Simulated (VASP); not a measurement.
HfN under changes of volume

One of the cells (11.749 Å³/atom); the others are scaled copies at fixed shape and fractional positions:

```xyz
4
Lattice="3.1547 0.0000 0.0000 -1.5773 2.7320 0.0000 0.0000 0.0000 5.4526" Properties=species:S:1:pos:R:3 pbc="T T T"
Hf    0.0000    1.8213    1.3632
Hf    1.5773    0.9107    4.0895
N     0.0000    0.0000    2.7263
N     0.0000    0.0000    0.0000
```

The cell comes from a database or a generator and needn't be the stable form of this composition.

| Item | Value |
| --- | --- |
| Program | VASP 6.6.1 |
| Functional | PBEsol |
| Potentials or basis | VASP PAW PBE potentials, release 64 (Hf_pv, N) |
| Cutoff | 520 eV |
| k mesh | 10 × 10 × 5 |
| Occupations | fermi-dirac, width 0.05 eV |
| Spin | no spin polarisation |

```csv
volume (Å³/atom),energy over the lowest point (meV/atom),pressure (GPa)
10.827,21.68,14.3
11.057,6.09,7.4
11.288,0.00,1.1
11.749,?,?
11.979,29.50,-14.1
12.209,52.66,-18.2
```

What does the run at 11.749 Å³/atom give?

Energy over the lowest point 12.52 meV/atom; pressure -9.6 GPa.

Worked out: A Birch-Murnaghan fit of order 3 (a polynomial in V^(-2/3)) to the other rows has its minimum at 11.33 Å³/atom with B0 = V·E''(V) = 285 GPa and B' = 4.2 at fixed shape and positions, which overstates the stiffness. It gives 12.54 meV/atom at 11.749 Å³/atom, against the run's 12.52, and -dE/dV = -9.5 GPa, against -9.6.

Energies are extrapolated to zero smearing.

Caveats: the PAW data sets were made with another functional, which shifts forces and pressure a little.
